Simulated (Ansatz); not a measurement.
## Ti: how the axes shrink under pressure

Ti, P6/mmm, a = 4.515 Å, c = 2.799 Å. This isn't the element's structure at ambient conditions. Ansatz: PBEsol, PAW, 420 eV, Γ-centred 12×12×14 mesh on 3 atoms, Gaussian smearing 0.10 eV; no spin polarisation. Cell and atoms are relaxed at each pressure, and no other structure is tried, so the rows at high pressure may lie past a change of phase. y = 100 ln(c/c0) with c0 = 2.7988 Å, so nearly a change in per cent. The pressures are the targets, met within 0.03 GPa.

| P (GPa) | y | 100 ln(a/a0) |
| --- | --- | --- |
| -2.0 | ? | ? |
| 0.0 | 0.00 | 0.00 |
| 2.0 | -0.47 | -0.58 |
| 5.0 | -1.17 | -1.37 |
| 10.0 | -2.21 | -2.56 |
| 20.0 | -4.00 | -4.63 |
| 40.0 | -6.88 | -7.90 |

Problem. Fit y = c1 P + c2 P² to the other rows, give the linear compressibility along c, and predict the missing y.

Solution. Least squares on the rows shown. y = −0.2329 P + 0.001527 P². The linear compressibility along c is −c1/100 = 2.33 per TPa, against 2.72 along a from the same fit to the last column (its missing entry is 0.58): the crystal is softer along a at low pressure. The runs next to zero pressure give 2.55 and 2.91, so a parabola over the whole range misstates the start. With a term in P³ added, the coefficient of P becomes -0.2463, 6 % more, which shows how far this figure hangs on the form. At P = -2.0 the fit asked for gives 0.47. The run gave 0.55, so the fit is 0.08 too low, 1.1 % of the span of the series, against an rms of 0.03 on the fitted rows. The row lies outside the fitted range. With a term in P³ added, a fit to the same known rows predicts 0.50, which recovers part of the miss; the known rows don't hold the rest.

The mesh isn't the same in all rows (12×12×14, 12×12×16).